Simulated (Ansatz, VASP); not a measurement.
Os: VASP beside Ansatz

```
Os
1.0
    -1.53065    1.53065    1.53065
     1.53065   -1.53065    1.53065
     1.53065    1.53065   -1.53065
Os
1
Direct
  0.00000 0.00000 0.00000
```

Alike in both runs: functional PBEsol; k mesh 10 × 10 × 10; occupations gaussian, width 0.1 eV; no spin polarisation.

Ansatz relaxed the structure, and its values are those at the end. VASP's run is a single point on that final structure, the one shown.

```csv
,VASP,Ansatz
version,VASP 6.6.1,Ansatz 0.2.0
potentials or method,"VASP PAW PBE potentials, release 64 (Os)","scalar-relativistic, plane waves, PAW"
plane-wave cutoff (eV),520,420
valence electrons in the cell,8,16
```

Ansatz gave:

* gap on the k mesh at the Fermi level (eV): none
* pressure (GPa): 0.2

Problem. What did VASP give for the same quantities?

Solution. gap on the k mesh at the Fermi level (eV): none; pressure (GPa): 0.8.

A gap of «none» marks a metal or a gap that the smearing closes. The two sets of potentials don't hold the same shells in valence.

Caveats: the PAW data sets were made with another functional, which shifts forces and pressure a little (VASP). Spin-orbit coupling is left out, which matters for the levels of Os.
